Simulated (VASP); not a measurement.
# Si (Fd-3m) in VASP: further runs

Aim: see how the results for Si move with the level of theory and the settings. Levels: BLYP+D4, PBE. Tasks: relaxation of cell and atoms, single point.

All numbers are computed with VASP 6.6.1; they aren't measurements. Logs are shortened: lines on timing, memory, paths and dates and some standing lists are left out, and cuts for length are marked.

### 1 The crystal as given

The structure is cubic, space group Fd-3m (No. 227). Conventional cell: a = 5.444 Å, b = 5.444 Å, c = 5.444 Å, α = 90.00°, β = 90.00°, γ = 90.00°. Si (site symmetry -43m) has 4 Si at 2.36 Å as nearest neighbours.

### 2 Relaxation of cell and atoms, BLYP+D4

The input, INCAR:

```
AGGAC    = 1.0          
AGGAX    = 1.0          
ALDAC    = 0.0          
ALDAX    = 1.0          
ALGO     = Normal         # electronic algorithm
EDIFF    = 1E-6           # SCF threshold, eV
EDIFFG   = -0.01          # ionic threshold
ENCUT    = 600            # plane-wave cutoff, eV
GGA      = B5             # functional
IBRION   = 2              # ionic algorithm
ISIF     = 3              # what is computed and relaxed
ISMEAR   = -1             # smearing method
IVDW     = 13             # dispersion correction
LASPH    = T              # aspherical terms in the spheres
LCHARG   = F              # write CHGCAR
LREAL    = F              # projectors in reciprocal space
LWAVE    = F              # write WAVECAR
NELM     = 80             # most SCF steps
NSW      = 60             # ionic steps
PREC     = Accurate       # precision mode
SIGMA    = 0.05           # smearing width, eV
VDW_A1   = 0.44488865   
VDW_A2   = 4.0933009    
VDW_S6   = 1.0          
VDW_S8   = 2.34076671
```

The input, KPOINTS:

```
k-points
0
Gamma
  8 8 8
```

The input, POSCAR:

```
Si
1.0
    0.0000000000      2.7218511865      2.7218511865
    2.7218511865      0.0000000000      2.7218511865
    2.7218511865      2.7218511865      0.0000000000
Si
2
Direct
    0.5000000000      0.5000000000      0.5000000000
    0.7500000000      0.7500000000      0.7500000000
```

Potentials or basis: VASP PAW PBE potentials, release 64 (Si).

The run is started by

```console
$ cat potpaw_PBE.64/Si/POTCAR > POTCAR
$ mpirun -np 1 vasp_std > vasp.out
```

OUTCAR:

```text
EDIFF = 1E-6
   EDIFFG = -0.01
   ENCUT = 600
   GGA = B5
   IBRION = 2
   ISIF = 3
   ISMEAR = -1
   IVDW = 13
   LASPH = T
   LREAL = F
   NELM = 80
   NSW = 60
   PREC = Accurate

 ion  position               nearest neighbor table
   1  0.500  0.500  0.500-   2 2.36   2 2.36   2 2.36   2 2.36
   2  0.750  0.750  0.750-   1 2.36   1 2.36   1 2.36   1 2.36

  LATTYP: Found a face centered cubic cell.
 ALAT       =     5.4437023730

  Lattice vectors:

 A1 = (   0.0000000000,   2.7218511865,   2.7218511865)
 A2 = (   2.7218511865,   0.0000000000,   2.7218511865)
 A3 = (   2.7218511865,   2.7218511865,   0.0000000000)

Analysis of symmetry for initial positions (statically):
=====================================================================
 Subroutine PRICEL returns:
 Original cell was already a primitive cell.

 Routine SETGRP: Setting up the symmetry group for a
 face centered cubic supercell.

 Subroutine GETGRP returns: Found 48 space group operations
 (whereof 24 operations were pure point group operations)
 out of a pool of 48 trial point group operations.

The static configuration has the point symmetry T_d .
 The point group associated with its full space group is O_h .

Analysis of symmetry for dynamics (positions and initial velocities):
=====================================================================
 Subroutine PRICEL returns:
 Original cell was already a primitive cell.

 Routine SETGRP: Setting up the symmetry group for a
 face centered cubic supercell.

 Subroutine GETGRP returns: Found 48 space group operations
 (whereof 24 operations were pure point group operations)
 out of a pool of 48 trial point group operations.

The dynamic configuration has the point symmetry T_d .
 The point group associated with its full space group is O_h .

 Subroutine INISYM returns: Found 48 space group operations
 (whereof 24 operations are pure point group operations),
 and found     1 'primitive' translations

----------------------------------------------------------------------------------------

                                     Primitive cell

  volume of cell :      40.3295

  direct lattice vectors                    reciprocal lattice vectors
     0.000000000  2.721851186  2.721851186    -0.183698507  0.183698507  0.183698507
     2.721851186  0.000000000  2.721851186     0.183698507 -0.183698507  0.183698507
     2.721851186  2.721851186  0.000000000     0.183698507  0.183698507 -0.183698507

  length of vectors
     3.849278863  3.849278863  3.849278863     0.318175148  0.318175148  0.318175148

  position of ions in fractional coordinates (direct lattice)
     0.500000000  0.500000000  0.500000000
     0.750000000  0.750000000  0.750000000

  ion indices of the primitive-cell ions
   primitive index   ion index
                 1           1
                 2           2

----------------------------------------------------------------------------------------

 KPOINTS: k-points

Automatic generation of k-mesh.
 Grid dimensions read from file:
 generate k-points for:    8    8    8

 Generating k-lattice:

  Cartesian coordinates                     Fractional coordinates (reciprocal lattice)
    -0.022962313  0.022962313  0.022962313     0.125000000  0.000000000  0.000000000
     0.022962313 -0.022962313  0.022962313     0.000000000  0.125000000  0.000000000
     0.022962313  0.022962313 -0.022962313     0.000000000  0.000000000  0.125000000

  Length of vectors
     0.039771893  0.039771893  0.039771893

  Shift w.r.t. Gamma in fractional coordinates (k-lattice)
     0.000000000  0.000000000  0.000000000

 Subroutine IBZKPT returns following result:
 ===========================================

 Found     29 irreducible k-points:

 Following reciprocal coordinates:
            Coordinates               Weight
  0.000000  0.000000  0.000000      1.000000
  0.125000  0.000000  0.000000      8.000000
  0.250000  0.000000  0.000000      8.000000
  0.375000  0.000000  0.000000      8.000000
  0.500000  0.000000  0.000000      4.000000
  0.125000  0.125000  0.000000      6.000000
[... 16 lines left out ...]
  0.500000  0.250000  0.125000     48.000000
 -0.375000  0.250000  0.125000     24.000000
 [... further k-points ...]
   k-points           NKPTS =     29   k-points in BZ     NKDIM =     29   number of bands    NBANDS=      8
   number of dos      NEDOS =    301   number of ions     NIONS =      2
   total plane-waves  NPLWV =  32768
   dimension x,y,z NGX =    32 NGY =   32 NGZ =   32
   dimension x,y,z NGXF=    64 NGYF=   64 NGZF=   64
   ions per type =               2
   NGX,Y,Z   is equivalent  to a cutoff of  13.82, 13.82, 13.82 a.u.
   NGXF,Y,Z  is equivalent  to a cutoff of  27.64, 27.64, 27.64 a.u.
 SYSTEM =  unknown system
   PREC   = accura    normal or accurate (medium, high low for compatibility)
   ISTART =      0    job   : 0-new  1-cont  2-samecut
   ICHARG =      2    charge: 1-file 2-atom 10-const
   ISPIN  =      1    spin polarized calculation?
   LNONCOLLINEAR =      F non collinear calculations
   LSORBIT =      F    spin-orbit coupling
   LASPH  =      T    aspherical Exc in radial PAW
   ENCUT  =  600.0 eV  44.10 Ry    6.64 a.u.   7.69  7.69  7.69*2*pi/ulx,y,z
   NELM   =     80;   NELMIN=  2; NELMDL= -5     # of ELM steps
   EDIFF  = 0.1E-05   stopping-criterion for ELM
   LREAL  =      F    real-space projection
   EDIFFG = -.1E-01   stopping-criterion for IOM
   NSW    =     60    number of steps for IOM
   IBRION =      2    ionic relax: 0-MD 1-quasi-New 2-CG
   NFREE  =      1    steps in history (QN), initial steepest desc. (CG)
   ISIF   =      3    stress and relaxation
   ISYM   =      2    0-nonsym 1-usesym 2-fastsym
   POTIM  = 0.5000    time-step for ionic-motion
   TEBEG  =    0.0;   TEEND  =   0.0 temperature during run
   PSTRESS=    0.0 pullay stress
   NELECT =       8.0000    total number of electrons
   NUPDOWN=      -1.0000    fix difference up-down
   EMIN   =  10.00;   EMAX   =-10.00  energy-range for DOS
   EFERMI =   0.00;   METHOD = LEGACY
   ISMEAR =    -1;   SIGMA  =   0.05  broadening in eV -4-tet -1-fermi 0-gaus
   EFERMI_NEDOS =   21; number of points for ismear=-14 and -15
   IALGO  =     38    algorithm
   IMIX   =      4    mixing-type and parameters
     AMIX     =   0.40;   BMIX     =  1.00
     AMIX_MAG =   1.60;   BMIX_MAG =  1.00
  volume/ion in A,a.u.               =      20.16       136.08
  Fermi-wavevector in a.u.,A,eV,Ry     =   0.954766  1.804247 12.402783  0.911579
  Thomas-Fermi vector in A             =   2.083543
   LORBIT       =      0    0 simple, 1 ext, 2 COOP (PROOUT), +10 PAW based schemes
   GGA     = B5    functional components
   LHFCALC =     F    Hartree Fock is set to
   AEXX    =    0.0000 exact exchange contribution
   IVDW    =    13    specifies the selected vdW correction
   LEPSILON=     F    determine dielectric tensor
   LRPA    =     F    only Hartree local field effects (RPA)
 conjugate gradient relaxation of ions
 non-spin polarized calculation
  energy-cutoff  :      600.00
  volume of cell :       40.33
 maximum number of plane-waves:      1365
   NGX = 15   NGY = 15   NGZ = 15

--------------------------------------- Ionic step        1  -------------------------------------------

 number of electron       8.0000000 magnetization

 Free energy of the ion-electron system (eV)
  ---------------------------------------------------
  ext. energy  EPLUGINS =         0.00000000
  ---------------------------------------------------
  free energy    TOTEN  =        -9.46103374 eV

  energy without entropy =       -9.46103024  energy(sigma->0) =       -9.46103199

------------------------ aborting loop because EDIFF is reached ----------------------------------------

  DFT-D4 for vdW energy calculation

  Edisp (eV):   -1.25817

  FORCE on cell =-STRESS in cart. coord.  units (eV):
  Direction    XX          YY          ZZ          XY          YZ          ZX
  --------------------------------------------------------------------------------------
  -------------------------------------------------------------------------------------
  Total      -0.21159    -0.21159    -0.21159     0.00000     0.00000    -0.00000
  in kB      -8.40595    -8.40595    -8.40595     0.00000     0.00000    -0.00000
  external pressure =       -8.41 kB  Pullay stress =        0.00 kB
[... 61 lines left out ...]
  energy  without entropy=      -10.7198605238  energy(sigma->0) =      -10.71986266

--------------------------------------- Ionic step        3  -------------------------------------------

 number of electron       7.9999999 magnetization

 Free energy of the ion-electron system (eV)
  ---------------------------------------------------
  ext. energy  EPLUGINS =         0.00000000
  ---------------------------------------------------
  free energy    TOTEN  =        -9.44925985 eV

  energy without entropy =       -9.44925589  energy(sigma->0) =       -9.44925787

 E-fermi :   6.6460     XC(G=0):  -8.7571

 val. band max:        6.2467593351   @ k =   0.0000   0.0000   0.0000
 cond. band min:       7.0839381890   @ k =   0.3750   0.3750   0.0000
 fundamental gap:      0.8371788539
 Fermi energy:         6.6459798902

 k-point     1 :       0.0000    0.0000    0.0000
  band No.  band energies     occupation
      1      -5.6416      2.00000
      2       6.2468      1.99932
      3       6.2468      1.99932
      4       6.2468      1.99932
      5       8.9529      0.00000
      6       8.9529      0.00000
      7       8.9529      0.00000
      8       9.6033      0.00000
[... 243 lines left out ...]
 k-point    24 :      -0.3750    0.2500    0.1250
  band No.  band energies     occupation
      1      -2.8105      2.00000
      2      -0.4700      2.00000
      3       2.8916      2.00000
      4       4.1588      2.00000
      5       9.4487      0.00000
      6       9.5832      0.00000
      7      12.2788      0.00000
      8      13.5331      0.00000

 [... further k-points ...]

------------------------ aborting loop because EDIFF is reached ----------------------------------------

  DFT-D4 for vdW energy calculation

  Edisp (eV):   -1.27097

  FORCE on cell =-STRESS in cart. coord.  units (eV):
  Direction    XX          YY          ZZ          XY          YZ          ZX
  --------------------------------------------------------------------------------------
  -------------------------------------------------------------------------------------
  Total       0.00006     0.00006     0.00006    -0.00000    -0.00000    -0.00000
  in kB       0.00259     0.00259     0.00259    -0.00000    -0.00000    -0.00000
  external pressure =        0.00 kB  Pullay stress =        0.00 kB
[... 17 lines left out ...]
  FREE ENERGIE OF THE ION-ELECTRON SYSTEM (eV)
  ---------------------------------------------------
  free  energy   TOTEN  =       -10.7202300622 eV

  energy  without entropy=      -10.7202260998  energy(sigma->0) =      -10.72022808

 reached required accuracy - stopping structural energy minimisation
```

Run time: 22 s. Hardware: 1 thread of Intel Xeon 6975P-C (Granite Rapids), shared host; peak memory 0.17 GiB.

What came out:

```
Free energy                            : -10.7202 eV
Relaxed volume                         : 19.97 Å³/atom
Relaxed cell                           : a = 3.837 Å, b = 3.837 Å, c = 3.837 Å, α = 60.00°, β = 60.00°, γ = 60.00°
Space group after relaxing (to 0.05 Å) : Fd-3m (No. 227)
Energy gained by relaxing              : 0.5 meV/atom
Ionic steps                            : 3
Pressure after relaxing                : 0.0 GPa
Band gap on the k mesh                 : 0.84 eV, indirect (least direct gap 2.71 eV)
Dispersion energy per atom             : -0.635 eV
```

Step by step:
```tsv
step	energy change (eV)	largest force (eV/Å)	pressure (GPa)	volume (Å³)
1	0.0000	0.0000	-0.84	40.33
2	-0.0007	0.0000	0.52	39.72
3	-0.0010	0.0000	0.00	39.94
```

Final structure:
```
CELL_PARAMETERS angstrom
0.00000 2.71312 2.71312
2.71312 0.00000 2.71312
2.71312 2.71312 0.00000
ATOMIC_POSITIONS crystal
Si 0.50000 0.50000 0.50000
Si 0.75000 0.75000 0.75000
```

Caveat: the PAW data sets were made with another functional, which shifts forces and pressure a little.

### 3 Single point, PBE (grid = ENCUT=350 dk=0.45 cell=3x3x3 ISMEAR=0 SIGMA=0.05 LREAL=Auto EDIFF=1e-06)

The input, INCAR:

```
ALGO     = Fast           # electronic algorithm
EDIFF    = 1E-6           # SCF threshold, eV
ENCUT    = 350            # plane-wave cutoff, eV
GGA      = PE             # functional
ISIF     = 2              # what is computed and relaxed
ISMEAR   = 0              # smearing method
LASPH    = T              # aspherical terms in the spheres
LCHARG   = F              # write CHGCAR
LREAL    = Auto         
LWAVE    = F              # write WAVECAR
NBANDS   = 126            # bands
NELM     = 120            # most SCF steps
PREC     = Accurate       # precision mode
SIGMA    = 0.05           # smearing width, eV
```

The input, KPOINTS:

```
k-points
0
Gamma
  2 2 2
```

The input, POSCAR:

```
Si
1.0
    0.0000000000      8.1655535595      8.1655535595
    8.1655535595      0.0000000000      8.1655535595
    8.1655535595      8.1655535595      0.0000000000
Si
54
Direct
    0.1666666667      0.1666666667      0.1666666667
    0.1666666667      0.1666666667      0.5000000000
    0.1666666667      0.1666666667      0.8333333333
    0.1666666667      0.5000000000      0.1666666667
    0.1666666667      0.5000000000      0.5000000000
    0.1666666667      0.5000000000      0.8333333333
    0.1666666667      0.8333333333      0.1666666667
    0.1666666667      0.8333333333      0.5000000000
    0.1666666667      0.8333333333      0.8333333333
    0.5000000000      0.1666666667      0.1666666667
    0.5000000000      0.1666666667      0.5000000000
    0.5000000000      0.1666666667      0.8333333333
    0.5000000000      0.5000000000      0.1666666667
    0.5000000000      0.5000000000      0.5000000000
    0.5000000000      0.5000000000      0.8333333333
    0.5000000000      0.8333333333      0.1666666667
    0.5000000000      0.8333333333      0.5000000000
    0.5000000000      0.8333333333      0.8333333333
    0.8333333333      0.1666666667      0.1666666667
    0.8333333333      0.1666666667      0.5000000000
    0.8333333333      0.1666666667      0.8333333333
    0.8333333333      0.5000000000      0.1666666667
    0.8333333333      0.5000000000      0.5000000000
    0.8333333333      0.5000000000      0.8333333333
    0.8333333333      0.8333333333      0.1666666667
    0.8333333333      0.8333333333      0.5000000000
    0.8333333333      0.8333333333      0.8333333333
    0.2500000000      0.2500000000      0.2500000000
    0.2500000000      0.2500000000      0.5833333333
    0.2500000000      0.2500000000      0.9166666667
    0.2500000000      0.5833333333      0.2500000000
    0.2500000000      0.5833333333      0.5833333333
    0.2500000000      0.5833333333      0.9166666667
    0.2500000000      0.9166666667      0.2500000000
    0.2500000000      0.9166666667      0.5833333333
    0.2500000000      0.9166666667      0.9166666667
    0.5833333333      0.2500000000      0.2500000000
    0.5833333333      0.2500000000      0.5833333333
    0.5833333333      0.2500000000      0.9166666667
    0.5833333333      0.5833333333      0.2500000000
    0.5833333333      0.5833333333      0.5833333333
    0.5833333333      0.5833333333      0.9166666667
    0.5833333333      0.9166666667      0.2500000000
    0.5833333333      0.9166666667      0.5833333333
    0.5833333333      0.9166666667      0.9166666667
    0.9166666667      0.2500000000      0.2500000000
    0.9166666667      0.2500000000      0.5833333333
    0.9166666667      0.2500000000      0.9166666667
    0.9166666667      0.5833333333      0.2500000000
    0.9166666667      0.5833333333      0.5833333333
    0.9166666667      0.5833333333      0.9166666667
    0.9166666667      0.9166666667      0.2500000000
    0.9166666667      0.9166666667      0.5833333333
    0.9166666667      0.9166666667      0.9166666667
```

Potentials or basis: VASP PAW PBE potentials, release 64 (Si).

The run is started by

```console
$ cat potpaw_PBE.64/Si/POTCAR > POTCAR
$ mpirun -np 1 vasp_std > vasp.out
```

It took 6.7 min on 1 thread of Intel Xeon Platinum 8488C (Sapphire Rapids), shared host; peak memory 0.73 GiB.

The run converged, but some of its settings lie outside the range that counts as converged, so its numbers aren't taken as properties of the crystal.

Results:

```yaml
Free_energy: -292.2079 eV
Pressure: 1.3 GPa
Band_gap_on_the_k_mesh: 0.72 eV
```

### 4 Single point, PBE (grid = ENCUT=350 dk=0.6 cell=3x3x3 ISMEAR=0 SIGMA=0.05 LREAL=Auto EDIFF=1e-06)

INCAR is that of step 3.

KPOINTS is that of step 3.

POSCAR is that of step 3.

The run is started by

```console
$ cat potpaw_PBE.64/Si/POTCAR > POTCAR
$ mpirun -np 1 vasp_std > vasp.out
```

Run time: 6.5 min. Hardware: 1 thread of Intel Xeon Platinum 8488C (Sapphire Rapids), shared host; peak memory 0.73 GiB.

The run converged, but some of its settings lie outside the range that counts as converged, so its numbers aren't taken as properties of the crystal.

What came out:

```
Free energy            : -292.2079 eV
Pressure               : 1.3 GPa
Band gap on the k mesh : 0.72 eV
```

### 5 For comparison

An earlier run on the cell as given: functional PBE; potentials or basis VASP PAW PBE potentials, release 64 (Si); cutoff 520 eV; k mesh 8 × 8 × 8; occupations fermi-dirac, width 0.05 eV; no spin polarisation.

* Pressure: 1.3 GPa
* Band gap on the k mesh: 0.63 eV, indirect (least direct gap 2.56 eV)
